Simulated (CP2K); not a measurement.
Write the native input for CP2K 2026.2 that does the following.

- Task: band structure
- Functional: r2SCAN
- Potentials or basis: POTENTIAL_UZH Ta GTH-SCAN-q13, As GTH-SCAN-q5; DZVP-MOLOPT-SCAN-GTH basis
- Density cutoff: 9184 eV
- k mesh: 8 × 8 × 8
- Occupations: fermi-dirac, width 0.0259 eV
- Spin: no spin polarisation
- SCF solver: diagonalisation with k points
- Quickstep method: GPW
- EPS_DEFAULT: 1.0E-10
- EPS_SCF: 1.0E-6
- MAX_SCF: 100
- SCF_GUESS: ATOMIC
- k points reduced by the point group: yes
- Mesh centred on Gamma: yes
- CHOLESKY: OFF
- EPS_EIGVAL: 1.0E-7
- MIXING METHOD: BROYDEN_MIXING
- MIXING ALPHA: 0.4
- NBUFFER: 8
- NGRIDS: 5
- Basis sets: Ta DZVP-MOLOPT-SCAN-GTH-q13, As DZVP-MOLOPT-SCAN-GTH-q5
- Potentials: Ta GTH-SCAN-q13 of POTENTIAL_UZH, As GTH-SCAN-q5 of POTENTIAL_UZH
- ADDED_MOS: [20]
- Points a segment of the path (NPOINTS): 6
- Bands added on the path: 6
- MPI ranks: 4
- REL_CUTOFF (Ry): 60 Ry
- MIXING BETA (1/bohr): 1.5 1/bohr
- CUTOFF of the grids: 675 Ry

TaAs:

```
Ta As
1.0
     3.44363    0.00000    0.00000
     0.00000    3.44363    0.00000
     1.72181   -1.72181    5.86794
Ta As
2 2
Cartesian
  1.7218 1.7218 0.0004
  1.7218 0.0000 2.9344
  1.7218 1.7218 4.8982
  3.4436 1.7218 1.9642
```

The cell is a database's computed one.

The input as run:

taas_bands.inp

```
&GLOBAL
  PROJECT taas_bands
  RUN_TYPE ENERGY_FORCE
  PRINT_LEVEL LOW
&END GLOBAL
&FORCE_EVAL
  METHOD QS
  STRESS_TENSOR ANALYTICAL
  &DFT
    BASIS_SET_FILE_NAME BASIS_MOLOPT_UZH
    POTENTIAL_FILE_NAME POTENTIAL_UZH
    &MGRID
      CUTOFF 675
      REL_CUTOFF 60
      NGRIDS 5
    &END MGRID
    &QS
      METHOD GPW
      EPS_DEFAULT 1.0E-10
    &END QS
    &KPOINTS
      SCHEME MONKHORST-PACK 8 8 8
      GAMMA_CENTERED T
      SYMMETRY T
      SYMMETRY_BACKEND SPGLIB
    &END KPOINTS
    &SCF
      SCF_GUESS ATOMIC
      EPS_SCF 1.0E-6
      MAX_SCF 100
      ADDED_MOS 20
      CHOLESKY OFF
      EPS_EIGVAL 1.0E-7
      &DIAGONALIZATION ON
        ALGORITHM STANDARD
      &END DIAGONALIZATION
      &MIXING ON
        METHOD BROYDEN_MIXING
        ALPHA 0.4
        BETA 1.5
        NBUFFER 8
      &END MIXING
      &SMEAR ON
        METHOD FERMI_DIRAC
        ELECTRONIC_TEMPERATURE [K] 300.557
      &END SMEAR
    &END SCF
    &XC
      &XC_FUNCTIONAL
        &MGGA_X_R2SCAN
        &END MGGA_X_R2SCAN
        &MGGA_C_R2SCAN
        &END MGGA_C_R2SCAN
      &END XC_FUNCTIONAL
    &END XC
    &PRINT
      &KPOINTS ON
      &END KPOINTS
      &MULLIKEN ON
      &END MULLIKEN
      &MO ON
        ENERGIES T
        OCCUPATION_NUMBERS T
        &EACH
          QS_SCF 0
        &END EACH
        ADD_LAST NUMERIC
      &END MO
      &LOWDIN ON
      &END LOWDIN
      &HIRSHFELD ON
        SHAPE_FUNCTION DENSITY
      &END HIRSHFELD
      &BAND_STRUCTURE
        FILE_NAME bands.bs
        ADDED_MOS 6
        &KPOINT_SET
          UNITS B_VECTOR
          NPOINTS 6
          SPECIAL_POINT GAMMA 0.00000000 0.00000000 0.00000000
          SPECIAL_POINT X 0.50000000 -0.50000000 0.50000000
          SPECIAL_POINT Y 0.54304975 -0.45695025 0.50000000
          SPECIAL_POINT S 0.54304975 0.00000000 0.27152487
          SPECIAL_POINT GAMMA 0.00000000 0.00000000 0.00000000
          SPECIAL_POINT Z 0.00000000 0.00000000 -0.50000000
          SPECIAL_POINT S1 0.45695025 0.00000000 -0.27152487
          SPECIAL_POINT N 0.50000000 0.00000000 0.00000000
          SPECIAL_POINT P 0.50000000 -0.50000000 0.25000000
          SPECIAL_POINT Y1 0.45695025 -0.45695025 -0.04304975
          SPECIAL_POINT Z 0.00000000 0.00000000 -0.50000000
        &END KPOINT_SET
        &KPOINT_SET
          UNITS B_VECTOR
          NPOINTS 6
          SPECIAL_POINT X 0.50000000 -0.50000000 0.50000000
          SPECIAL_POINT P 0.50000000 -0.50000000 0.25000000
        &END KPOINT_SET
      &END BAND_STRUCTURE
    &END PRINT
  &END DFT
  &SUBSYS
    &CELL
      A 3.4436267244 0.0000000000 0.0000000000
      B 0.0000000000 3.4436267244 0.0000000000
      C 1.7218133622 -1.7218133622 5.8679415361
      PERIODIC XYZ
    &END CELL
    &COORD
      SCALED
      Ta  0.4999673000 0.5000327000 0.0000654000
      Ta  0.2499673000 0.2500327000 0.5000654000
      As  0.0826321200 0.9173678800 0.8347357600
      As  0.8326321200 0.6673678800 0.3347357600
    &END COORD
    &KIND Ta
      BASIS_SET DZVP-MOLOPT-SCAN-GTH-q13
      POTENTIAL GTH-SCAN-q13
    &END KIND
    &KIND As
      BASIS_SET DZVP-MOLOPT-SCAN-GTH-q5
      POTENTIAL GTH-SCAN-q5
    &END KIND
    &PRINT
      &ATOMIC_COORDINATES ON
      &END ATOMIC_COORDINATES
      &CELL ON
      &END CELL
    &END PRINT
  &END SUBSYS
  &PRINT
    &FORCES ON
    &END FORCES
    &STRESS_TENSOR ON
    &END STRESS_TENSOR
  &END PRINT
&END FORCE_EVAL
```

Potentials or basis: POTENTIAL_UZH Ta GTH-SCAN-q13, As GTH-SCAN-q5; DZVP-MOLOPT-SCAN-GTH basis.

The run is started by

```sh
$ OMP_NUM_THREADS=1 mpirun -n 4 cp2k.psmp -i taas_bands.inp -o taas_bands.out
```

Results of the run:

```
Pressure               : -3.3 GPa
Largest force          : 0.005 eV/Å
Band gap on the k mesh : none (metal or under the smearing width)
Mulliken charges       : Ta -0.31; As +0.31 e
Hirshfeld charges      : Ta +0.13; As -0.13 e
```

Caveat: Mulliken charges move with the basis; spin-orbit coupling is left out, which moves the levels of the heavy elements; the basis of atomic orbitals isn't converged, which shifts pressures, moduli and gaps.

Run time: 51 s on 4 MPI ranks on Arm Neoverse V2, with other jobs on the host.
